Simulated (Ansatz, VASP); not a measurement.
## Two plane-wave programs on Pb

```
CELL_PARAMETERS angstrom
4.76700 0.00000 0.00000
0.00000 4.76700 0.00000
0.00000 0.00000 4.76700
ATOMIC_POSITIONS crystal
Pb 0.50000 0.00000 0.00000
Pb 0.00000 0.50000 0.00000
Pb 0.00000 0.00000 0.50000
```

Alike in both runs: functional PBE; k mesh 4 × 4 × 4; occupations gaussian, width 0.1 eV; no spin polarisation.

Ansatz relaxed the structure, and its values are those at the end. VASP's run is a single point on that final structure, the one shown.

```csv
,VASP,Ansatz
version,VASP 6.6.1,Ansatz 0.2.0
potentials or method,"VASP PAW PBE potentials, release 64 (Pb_d)","scalar-relativistic, plane waves, PAW"
plane-wave cutoff (eV),520,420
valence electrons in the cell,42,42
```

```csv
,VASP,Ansatz,Ansatz less VASP
gap on the k mesh at the Fermi level (eV),none,none,-
pressure (GPa),-0.2,-0.2,+0.05
```

A gap of «none» marks a metal or a gap that the smearing closes.

Spin-orbit coupling is left out, which matters for the levels of Pb.
